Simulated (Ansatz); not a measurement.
Input of an Ansatz 0.2.0 run:

File input.yaml:

```yaml
crystal:
  lattice:
    - [2.34464976, -1.71339982, 0.0]
    - [2.34464976, 1.71339982, 0.0]
    - [-0.86054991, 0.0, 5.05943948]
  atoms:
    - { symbol: Cu, position: [0.0032, 0.4968, 0.0] }
    - { symbol: Cu, position: [0.4968, 0.0032, 0.5] }
    - { symbol: O, position: [0.5714, 0.4056, 0.2537] }
    - { symbol: O, position: [0.4056, 0.5714, 0.7537] }
hamiltonian:
  xc: lda
  pseudopotentials: { kind: paw }
  hubbard: { sites: [{ species: Cu, l: d, u_eff: 4.5 }] }
kpoints:
  mp_grid: { grid: [10, 10, 5] }
  band_path:
    path:
      - [[0.0, 0.0, 0.0], [-0.5, -0.5, 0.0], [-0.5249461988, -0.5249461988, 0.3256423996], [-0.5, -0.5, 0.5], [-0.6336779992, -0.3663220008, 0.5]]
      - [[-0.3663220008, 0.3663220008, 0.5], [0.0, 0.0, 0.5], [-0.4750538012, -0.4750538012, 0.6743576004]]
      - [[-0.5, -0.5, 0.0], [-0.612631459, -0.387368541, 0.0]]
      - [[-0.387368541, 0.387368541, 0.0], [0.0, 0.0, 0.0], [-0.5, 0.0, 0.0]]
      - [[-0.5, 0.0, 0.5], [0.0, 0.0, 0.0]]
    npoints: 14
scf:
  occupations: { method: fermi_dirac, width: 0.05 }
  n_extra_bands: 10
output:
  forces: true
  stress: true
  eigenvalues: true
  fatbands: true
```

Potentials or basis: Ansatz PAW.

Command:

```console
$ ansatz run input.yaml --threads 2 --pin off --max-ram 5632MiB --backend cpu --events-out ev --progress --plain --runs-dir out
```

Question: Estimate the band gap on the k mesh.

Answer: None (metal or under the smearing width).

Question: What does it give for the pressure?

Answer: -7.4 GPa.

Question: Predict the largest force.

Answer: 0.773 eV/Å.

Stress tensor (GPa, compression positive):
```
-7.80  0.00 -0.66
 0.00 -4.69  0.00
-0.66  0.00 -9.60
```

Caveat: the pressure holds a Pulay correction of +0.9 GPa for the finite cutoff; the run has no spin polarisation, though such a crystal can be magnetic; U without spin polarisation on a metal has little footing; the PAW data sets come from PBE, with cores solved anew for the run's functional, which leaves a small shift of forces and pressure.
